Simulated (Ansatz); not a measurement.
# TaS2: the cost of one run

Method: DFT r²SCAN+U (U_eff = 3 eV on Ta d), plane waves, PAW, no spin–orbit coupling unless a run says so, in Ansatz 0.2.0.

### 1 The starting structure

The structure is trigonal, space group P-3m1 (No. 164). Conventional cell: a = 3.350 Å, b = 3.350 Å, c = 5.860 Å, α = 90.00°, β = 90.00°, γ = 120.00°. Ta (site symmetry -3m) is surrounded by 6 S at 2.43 Å. Around S (site symmetry 3m) lie 3 Ta at 2.43 Å.

Structure file:

```xyz
3
Lattice="3.3500 0.0000 0.0000 -1.6750 2.9012 0.0000 0.0000 0.0000 5.8600" Properties=species:S:1:pos:R:3 pbc="T T T"
Ta    0.0000    0.0000    0.0000
S     0.0000    1.9341    1.4650
S     1.6750    0.9671    4.3950
```

Magnetic order typed: ferromagnetic.

An earlier series on this cell reached its lowest free state from «random orbitals: single harmonics, first filling», perhaps among other starts.

### 2 Random orbitals: single harmonics, second filling

File input.yaml:

```yaml
crystal:
  lattice:
    - [3.3500014, 0.0, 0.0]
    - [-1.6750007, 2.90118631, 0.0]
    - [0.0, 0.0, 5.85999874]
  atoms:
    - { symbol: Ta, position: [0.0, 0.0, 0.0], spin: 1.0 }
    - { symbol: S, position: [0.3333333333, 0.6666666667, 0.25] }
    - { symbol: S, position: [0.6666666667, 0.3333333333, 0.75] }
basis:
  ecutwfc: 500
  ecutrho_ratio: 4
kpoints:
  mp_grid: { grid: [7, 7, 3] }
hamiltonian:
  xc: r2scan
  hubbard:
    sites:
      - { site: 0, l: d, u_eff: 3.0, starting_ns: [{ spin: up, occupation_matrix: s0up }, { spin: down, occupation_matrix: s0down }] }
    occupation_matrices:
      s0up:
        matrix:
          - [0.02, 0.0, 0.0, 0.0, 0.0]
          - [0.0, 0.02, 0.0, 0.0, 0.0]
          - [0.0, 0.0, 0.02, 0.0, 0.0]
          - [0.0, 0.0, 0.0, 0.02, 0.0]
          - [0.0, 0.0, 0.0, 0.0, 0.97]
      s0down:
        matrix:
          - [0.02, 0.0, 0.0, 0.0, 0.0]
          - [0.0, 0.02, 0.0, 0.0, 0.0]
          - [0.0, 0.0, 0.02, 0.0, 0.0]
          - [0.0, 0.0, 0.0, 0.02, 0.0]
          - [0.0, 0.0, 0.0, 0.0, 0.02]
    ns_hold: { iters: 12 }
scf:
  occupations: { method: gaussian, width: 0.05 }
  lower_state_search: "off"
  max_iter: 150
output:
  forces: true
  stress: true
  eigenvalues: true
  populations: true
  hubbard: { sites: [{ site: 0, l: d }] }
magnetization:
  spin_polarized: true
```

The typed matrices put 0.97 on the chosen orbitals and 0.02 on the others, and are held for 12 cycles.

Run with:

```sh
$ ansatz run input.yaml --threads 4 --pin off --max-ram 6144MiB --backend cpu --events-out ev --progress --plain --runs-dir out
```

What time and memory should one allow on 4 threads of Arm Neoverse V2, shared host?

About 30 s, with a peak of 0.64 GiB.
